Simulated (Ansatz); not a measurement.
Runs of Ansatz 0.2.0 on HfN. Symmetry: Fm-3m, No. 225, cubic system. The conventional cell has a = 4.512 Å, b = 4.512 Å, c = 4.512 Å, α = 90.00°, β = 90.00°, γ = 90.00°. Hf (site symmetry m-3m) is surrounded by 6 N at 2.26 Å. N (site symmetry m-3m) has 6 Hf at 2.26 Å as nearest neighbours. 

```csv
task,level,U,cell,cutoff (eV),gap on the mesh (eV),pressure (GPa),relaxed volume (Å³/atom)
relaxation of cell and atoms,LDA+U,Hf d U = 3 eV,relaxed,-,none,0.0,(a)
single point,PBE,-,strain = -0.01,344,none,6.7,-
relaxation of cell and atoms,LDA+U,Hf d U = 8 eV,relaxed,-,none,0.0,11.67
relaxation of cell and atoms,LDA+U,Hf d U = 2 eV,relaxed,-,none,0.0,11.26
relaxation of cell and atoms,LDA,-,relaxed,-,-,0.0,11.15
relaxation of cell and atoms,LDA+U,Hf d U = 4 eV,relaxed,-,none,0.0,11.38
relaxation of cell and atoms,LDA+U,Hf d U = 6 eV,relaxed,-,none,0.0,(b)
relaxation of cell and atoms,LDA+U,Hf d U = 5 eV,relaxed,-,none,0.0,11.45
single point,PBE,-,strain = 0.01,344,none,6.7,-
```

Alike in all rows: potentials or basis all-electron LAPW, scalar-relativistic; no spin polarisation; k mesh 10 × 10 × 10; smearing fermi-dirac 0.05 eV; basis error allowed 0.001 eV/atom.

Task: Estimate the missing entries.

Result: (a) 11.32; (b) 11.52.

Caveats: U is the effective U less J, on atomic orbitals that reach past the spheres (some runs); U without spin polarisation on a metal has little footing (some runs).

A k mesh can miss the band edges, and the runs leave out spin-orbit coupling on Hf.

A gap of «none» marks a metal or a gap under the smearing width.
